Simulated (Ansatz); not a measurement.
A run of Ansatz 0.2.0:

input.yaml

```yaml
crystal:
  lattice:
    - [3.811, 0.0, 0.0]
    - [-1.9055, 3.3004228138, 0.0]
    - [0.0, 0.0, 6.136]
  atoms:
    - { symbol: Sn, position: [0.0, 0.0, 0.0] }
    - { symbol: Se, position: [0.6666666667, 0.3333333333, 0.751] }
    - { symbol: Se, position: [0.3333333333, 0.6666666667, 0.249] }
hamiltonian:
  xc: pbe
  pseudopotentials: { kind: paw }
kpoints:
  mp_grid: { grid: [8, 8, 5] }
scf:
  occupations: { method: gaussian, width: 0.021 }
output:
  forces: true
  stress: true
  eigenvalues: true
```

Potentials or basis: Ansatz PAW.

Launch:

```sh
$ ansatz run input.yaml --threads 2 --pin off --max-ram 5632MiB --backend cpu --events-out ev --progress --plain --runs-dir out
```

Hardware: 2 threads of Intel(R) Xeon(R) Processor @ 2.50GHz (Skylake/Cascade Lake) (shared host).

**Question.** Estimate the wall time of this run.

**Answer.** It took 5.5 s on 2 threads of Intel(R) Xeon(R) Processor @ 2.50GHz (Skylake/Cascade Lake), with other jobs on the host, peak memory 0.41 GiB. Counts: scf iterations 6, plane waves 1485, k points 40, bands 28.
